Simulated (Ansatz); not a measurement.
**Structures of Ti₃Al₅: which is lowest?**

Plane-wave DFT in Ansatz with scalar-relativistic PAW potentials, cutoff 500 eV, Γ-centred meshes chosen by cell and gap, Gaussian smearing with energies taken to zero width. Every cell was relaxed (cell and atoms) in a run of its own, within the symmetry of its start. Functional: r2SCAN.

Relaxed structures (starts from databases or built by putting these elements on another compound's sites):
A. Pmmm, 8 atoms in the computed cell, a = 3.902 Å, b = 4.023 Å, c = 8.071 Å; sites (symmetry × multiplicity) Ti mm2 × 2 + mmm × 1, Al mm2 × 2 + mmm × 1 + mmm × 1 + mmm × 1; start: database
B. P4/mmm, 8 atoms in the computed cell, a = 3.898 Å, c = 8.325 Å; sites (symmetry × multiplicity) Ti 4/mmm × 1 + 4/mmm × 1 + 4/mmm × 1, Al 2mm. × 4 + 4/mmm × 1; start: database

Rank them by energy. Could pressure change the order?

| structure | group | E − E(lowest) (meV/atom) | V (Å³/atom) | gap on mesh (eV) |
| --- | --- | --- | --- | --- |
| A | Pmmm | 0.0 | 15.83 | 0.00 |
| B | P4/mmm | 17.4 | 15.81 | 0.00 |

A is lowest, 17 meV/atom under B. The two lowest differ in volume by under 3 %, too little for a first-order estimate of what pressure does to that pair (other pairs aren't weighed here); with rigid cells even 3 % in favour of the higher one would need about 6 GPa. Other structures may lie lower than all of these, and vibrations aren't counted.